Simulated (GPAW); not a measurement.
Crystal: SiC (Moissanite).

```xyz
4
Lattice="3.0760 0.0000 0.0000 -1.5380 2.6639 0.0000 0.0000 0.0000 5.0480" Properties=species:S:1:pos:R:3 pbc="T T T"
Si    1.5380    0.8880    2.5240
Si    0.0000    1.7759    0.0000
C     1.5380    0.8880    4.4675
C     0.0000    1.7759    1.9435
```

Base run:

| Quantity | Value |
| --- | --- |
| Program | GPAW 26.7.0 |
| Functional | TASK |
| Potentials or basis | GPAW PAW data sets (gpaw-data 1.2.1) |
| Cutoff | 800 eV |
| Basis | pw |
| k mesh | 7 × 7 × 4 |
| Occupations | fermi-dirac, width 0.05 eV |
| Spin | no spin polarisation |

Its results: pressure 8.8 GPa; largest force 0.807 eV/Å.

**Question.** The run is repeated on the same cell with these changes: functional from TASK to rSCAN. What comes out?

**Answer.** Pressure 0.2 GPa; largest force 0.773 eV/Å.

Caveats: the PAW data sets were made with another functional, which shifts forces and pressure a little.
